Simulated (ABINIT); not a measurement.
# CdSe (F-43m) in ABINIT: settings compared, part 3 of 3

ABINIT 10.8.3 (patched build). Earlier steps stand in the parts before.

### Step 5. Equation of state, LDA-PZ

Contents of run.abi:

```
ndtset 7
getwfk -1
scalecart1 3*0.9795861087
scalecart2 3*0.9864848297
scalecart3 3*0.9932883884
scalecart4 3*1.0000000000
scalecart5 3*1.0066227096
scalecart6 3*1.0131594038
scalecart7 3*1.0196128224

pp_dirpath "./"
pseudos "Cd.LDA_PW-JTH.xml, Se.LDA_PW-JTH.xml"

acell 4.3420191692 4.3420191692 4.3420191692 Angstrom
rprim
     0.0000000000     0.7071067812     0.7071067812
     0.7071067812     0.0000000000     0.7071067812
     0.7071067812     0.7071067812     0.0000000000
ntypat 2
znucl 48 34
natom 2
typat 1 2
xred
     0.0000000000     0.0000000000     0.0000000000
     0.2500000000     0.2500000000     0.2500000000

ecut 17.0
pawecutdg 34.0

kptopt 1
ngkpt 8 8 8
nshiftk 1
shiftk 0.0 0.0 0.0

ixc 2

nband 13
occopt 3
tsmear 0.00183747

nstep 100
tolvrs 1.0e-9

iomode 3
prtwf 1
prtden 0
prteig 0
prtebands 0
enunit 2
```

Potentials or basis: JTH PAW LDA v2.0.

The run is started by

```sh
$ abinit run.abi > log 2>&1
```

run.abo:

```text
.Version 10.8.3 of ABINIT
 DATASET    1 : space group F-4 3 m (#216); Bravais cF (face-center cubic)
================================================================================
 Values of the parameters that define the memory need for DATASET  1.
     intxc =       0    ionmov =       0      iscf =      17    lmnmax =      18
     lnmax =       6     mgfft =      30  mpssoang =       3    mqgrid =    3001
     natom =       2  nloc_mem =       2    nspden =       1   nspinor =       1
    nsppol =       1      nsym =      24    n1xccc =       1    ntypat =       2
    occopt =       3   xclevel =       1
       mpw =        1249          nfft =       27000          nkpt =          29
 PAW method is used; the additional fine FFT grid is defined by:
   mgfftf=        45    nfftf =     91125
================================================================================
================================================================================
[... 71 lines left out ...]
 DATASET    7 : space group F-4 3 m (#216); Bravais cF (face-center cubic)
================================================================================
 Values of the parameters that define the memory need for DATASET  7.
     intxc =       0    ionmov =       0      iscf =      17    lmnmax =      18
     lnmax =       6     mgfft =      32  mpssoang =       3    mqgrid =    3001
     natom =       2  nloc_mem =       2    nspden =       1   nspinor =       1
    nsppol =       1      nsym =      24    n1xccc =       1    ntypat =       2
    occopt =       3   xclevel =       1
       mpw =        1399          nfft =       32768          nkpt =          29
 PAW method is used; the additional fine FFT grid is defined by:
   mgfftf=        45    nfftf =     91125
================================================================================
================================================================================

--------------------------------------------------------------------------------
------------- Echo of variables that govern the present computation ------------
--------------------------------------------------------------------------------
 -outvars: echo values of preprocessed input variables --------
            acell      8.2052270632E+00  8.2052270632E+00  8.2052270632E+00 Bohr
              amu      1.12411000E+02  7.89600000E+01
             ecut      1.70000000E+01 Hartree
           enunit           2
           getwfk          -1
              ixc           2
[... 1170 lines left out ...]
- [  0.0000000,   5.8783222,   5.8783222, ]
- [  5.8783222,   0.0000000,   5.8783222, ]
- [  5.8783222,   5.8783222,   0.0000000, ]
lattice_lengths: [   8.31320,    8.31320,    8.31320, ]
lattice_angles: [ 60.000,  60.000,  60.000, ] # degrees, (23, 13, 12)
lattice_volume:   4.0624699E+02
convergence: {deltae: -6.250E-09, res2:  1.389E-07, residm:  6.406E-07, diffor: null, }
etotal    :  -5.73872370E+01
entropy   :   0.00000000E+00
fermie    :   3.14184356E-02
cartesian_stress_tensor: # hartree/bohr^3
- [  1.71346283E-04,   0.00000000E+00,   0.00000000E+00, ]
[... 299 lines left out ...]
-Cartesian components of stress tensor (GPa)         [Pressure= -5.6411E+00 GPa]
- sigma(1 1)=  5.64105223E+00  sigma(3 2)=  0.00000000E+00
- sigma(2 2)=  5.64105223E+00  sigma(3 1)=  0.00000000E+00
- sigma(3 3)=  5.64105223E+00  sigma(2 1)=  0.00000000E+00

== END DATASET(S) ==============================================================
================================================================================

 -outvars: echo values of variables after computation  --------
            acell      8.2052270632E+00  8.2052270632E+00  8.2052270632E+00 Bohr
           etotal1    -5.7390760029E+01
           etotal2    -5.7390569300E+01
           etotal3    -5.7390094341E+01
           etotal4    -5.7389359925E+01
           etotal5    -5.7388397544E+01
           etotal6    -5.7387237050E+01
           etotal7    -5.7385908559E+01
            fcart1    -9.2531787268E-32 -9.2531787268E-32  2.7759536180E-31
                       9.2531787268E-32  9.2531787268E-32 -2.7759536180E-31
            fcart2     9.1884690663E-32 -9.1884690663E-32  9.1884690663E-32
                      -9.1884690663E-32  9.1884690663E-32 -9.1884690663E-32
            fcart3    -9.1255323710E-32 -4.5627661855E-31  2.7376597113E-31
                       9.1255323710E-32  4.5627661855E-31 -2.7376597113E-31
            fcart4    -0.0000000000E+00 -0.0000000000E+00 -0.0000000000E+00
                      -0.0000000000E+00 -0.0000000000E+00 -0.0000000000E+00
            fcart5    -0.0000000000E+00 -0.0000000000E+00 -0.0000000000E+00
                      -0.0000000000E+00 -0.0000000000E+00 -0.0000000000E+00
[... 38 lines left out ...]
                       0.0000000000E+00  0.0000000000E+00  0.0000000000E+00
           xangst1     0.0000000000E+00  0.0000000000E+00  0.0000000000E+00
                       1.5037975081E+00  1.5037975081E+00  1.5037975081E+00
           xangst2     0.0000000000E+00  0.0000000000E+00  0.0000000000E+00
                       1.5143879803E+00  1.5143879803E+00  1.5143879803E+00
           xangst3     0.0000000000E+00  0.0000000000E+00  0.0000000000E+00
                       1.5248323654E+00  1.5248323654E+00  1.5248323654E+00
           xangst4     0.0000000000E+00  0.0000000000E+00  0.0000000000E+00
                       1.5351355993E+00  1.5351355993E+00  1.5351355993E+00
           xangst5     0.0000000000E+00  0.0000000000E+00  0.0000000000E+00
                       1.5453023566E+00  1.5453023566E+00  1.5453023566E+00
           xangst6     0.0000000000E+00  0.0000000000E+00  0.0000000000E+00
                       1.5553370686E+00  1.5553370686E+00  1.5553370686E+00
           xangst7     0.0000000000E+00  0.0000000000E+00  0.0000000000E+00
                       1.5652439412E+00  1.5652439412E+00  1.5652439412E+00
             xred      0.0000000000E+00  0.0000000000E+00  0.0000000000E+00
                       2.5000000000E-01  2.5000000000E-01  2.5000000000E-01
 Calculation completed.
```

Run time: 3 min. Hardware: 1 thread of Arm Neoverse V2, shared host; peak memory 0.13 GiB.

What came out:

```yaml
Equilibrium_volume: outside the volumes run
```

Energy against volume, from the lowest point:
```csv
volume (Å³/atom),energy (meV/atom)
27.206,0.00
27.784,2.59
28.363,9.06
28.942,19.05
29.521,32.14
30.100,47.93
30.679,66.01
```

Caveat: the cutoff is too short for stress, so the log's stress isn't used.

### Step 6. Equation of state, PBE+D3

Contents of run.abi:

```
# Datasets: one volume each
ndtset 7
getwfk -1
scalecart1 3*0.9795861087
scalecart2 3*0.9864848297
scalecart3 3*0.9932883884
scalecart4 3*1.0000000000
scalecart5 3*1.0066227096
scalecart6 3*1.0131594038
scalecart7 3*1.0196128224

# Pseudopotentials
pp_dirpath "./"
pseudos "Cd.GGA_PBE-JTH.xml, Se.GGA_PBE-JTH.xml"

# Structure
acell 3*1.0
rprim
     0.0000000000     5.8019716937     5.8019716937
     5.8019716937     0.0000000000     5.8019716937
     5.8019716937     5.8019716937     0.0000000000
ntypat 2
znucl 48 34
natom 2
typat 1 2
xred
     0.0000000000     0.0000000000     0.0000000000
     0.2500000000     0.2500000000     0.2500000000

# Plane-wave basis
ecut 462.593566 eV
pawecutdg 34.0

# k points
kptopt 1
ngkpt 8 8 8
nshiftk 1
shiftk 0.0 0.0 0.0

# Exchange and correlation
ixc 11
vdw_xc 6

# Bands and occupations
nband 13
occopt 3
tsmear 0.05 eV

# SCF cycle
nstep 100
tolvrs 1.0e-9

# Output
iomode 3
prtwf 1
prtden 0
prteig 0
prtebands 0
```

Potentials or basis: JTH PAW PBE v2.0.

The run is started by

```sh
$ abinit run.abi > log 2>&1
```

Run time: 1.9 min. Hardware: 1 thread of Arm Neoverse V2, shared host; peak memory 0.15 GiB.

Results (log left out):

```yaml
Equilibrium_volume: 28.54 Å³/atom
Bulk_modulus: 50 GPa
Pressure_derivative_of_the_bulk_modulus: "5.5 (rough: it moves with the points fitted)"
```

Energy against volume, from the lowest point:
| volume (Å³/atom) | energy (meV/atom) |
| --- | --- |
| 27.206 | 10.66 |
| 27.784 | 3.20 |
| 28.363 | 0.00 |
| 28.942 | 0.74 |
| 29.521 | 4.83 |
| 30.100 | 11.88 |
| 30.679 | 21.48 |

Caveat: the cutoff is too short for stress, so the log's stress isn't used; pressures at fixed basis lie under the slope of the energies.

### Step 7. The runs side by side

```tsv
task	level	potentials or basis	V0 of scaled cells (Å³/atom)	B0 (GPa)
band structure	OLYP	JTH PAW PBE v2.0	-	-
equation of state	revPBE+D3	JTH PAW PBE v2.0	28.19	51
equation of state	LDA	JTH PAW LDA v2.0	-	-
equation of state	LDA-PZ	JTH PAW LDA v2.0	-	-
equation of state	PBE+D3	JTH PAW PBE v2.0	28.54	50
```

Alike in all rows: no spin polarisation; cell as given; k mesh 8 × 8 × 8; cutoff (eV) 463; smearing fermi-dirac 0.05 eV.

Caveats: pressures at fixed basis lie under the slope of the energies (some runs); the PAW data sets were made with another functional, which shifts forces and pressure a little (some runs); the minimum lies outside the volumes run (some runs).

Absolute energies hang on the potentials; compare differences alone.
